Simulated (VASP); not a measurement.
Runs of VASP 6.6.1 on Ge. The structure is orthorhombic, space group Fmmm (No. 69). Conventional cell: a = 5.261 Å, b = 5.771 Å, c = 10.231 Å, α = 90.00°, β = 90.00°, γ = 90.00°. Ge (site symmetry m2m) is surrounded by 5 Ge at 2.61 to 2.73 Å. Ge (site symmetry mm2) has 6 Ge at 2.71 to 2.96 Å as nearest neighbours. This isn't the form of Ge at room conditions, which is diamond.

```tsv
level	potentials or basis	pressure (GPa)	largest force (eV/Å)
revPBE	VASP PAW PBE potentials, release 64 (Ge_d)	1.0	0.07
LDA	VASP PAW LDA potentials, release 64 (Ge_d)	(a)	(b)
AM05	VASP PAW PBE potentials, release 64 (Ge_d)	-4.2	0.09
RPBE	VASP PAW PBE potentials, release 64 (Ge_d)	1.5	0.07
PBEsol	VASP PAW PBE potentials, release 64 (Ge_d)	-3.7	0.09
```

Alike in all rows: task band structure; no spin polarisation; cell as given; k mesh 5 × 5 × 5; cutoff (eV) 520; smearing fermi-dirac 0.05 eV.

**Question.** Fill in the values left out.

**Answer.** (a) -5.3; (b) 0.12.

Caveats: the PAW data sets were made with another functional, which shifts forces and pressure a little (some runs).

Runs at the PBE level aren't shown here.
